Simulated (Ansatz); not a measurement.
All numbers below come from DFT PBE, scalar-relativistic, plane waves, PAW in Ansatz. All cells share a 420 eV cutoff and Γ-centred k meshes spaced at most about 0.3 Å⁻¹ (about 0.25 or finer for metals, 2π included). No spin polarisation in the final relaxations.

Temperature and zero-point effects are left out. All come from trial cells, and lower structures may exist.

Question: Order these relaxed structures of SiGe2 by energy, lowest first, with the energy over the lowest of them.
A.

```
CELL_PARAMETERS angstrom
2.81115 0.00000 0.00000
-1.40558 2.43453 0.00000
0.00000 0.00000 7.86679
ATOMIC_POSITIONS crystal
Si 0.00000 0.00000 0.50000
Ge 0.00000 0.00000 0.82810
Ge 0.00000 0.00000 0.17190
```

B.

```
CELL_PARAMETERS angstrom
2.96230 0.00000 0.00000
-1.48115 2.56543 0.00000
0.00000 0.00000 14.12923
ATOMIC_POSITIONS crystal
Si 0.66667 0.33333 0.33724
Si 0.66667 0.33333 0.66276
Ge 0.33333 0.66667 0.82092
Ge 0.33333 0.66667 0.17908
Ge 0.33333 0.66667 0.50000
Ge 0.66667 0.33333 0.00000
```

C.

```
CELL_PARAMETERS angstrom
3.04508 0.00000 0.00000
-1.52254 2.63712 0.00000
0.00000 0.00000 7.11379
ATOMIC_POSITIONS crystal
Si 0.00000 0.00000 0.50000
Ge 0.66667 0.33333 0.78861
Ge 0.33333 0.66667 0.21139
```

Answer: A (0 meV/atom), C (116 meV/atom), B (127 meV/atom). Forms: A P6/mmm; C Si and Ge ordered on fcc sites, P-3m1; B Si and Ge ordered on hcp sites, P-6m2. Counting Ge atoms around Si (those within 1.25 times the shortest such distance or 1.15 times the sum of covalent radii; the shortest distance is added where it is long for a bond): A has Si 2; C has Si 6; B has Si 6 from 2.8 Å. Even the lowest lies +0.31 eV/atom against the elements.

The k mesh leaves some 4 meV/atom of noise in the energy of each metallic cell. No dispersion correction is applied, so the spacing and binding between layers, chains or molecules are poorly described (P-3m1), and this can change margins and order among such cells. Cells relaxed within their symmetry can be saddle points. Some candidate types were left out of the draw beforehand, so a known form may be missing.
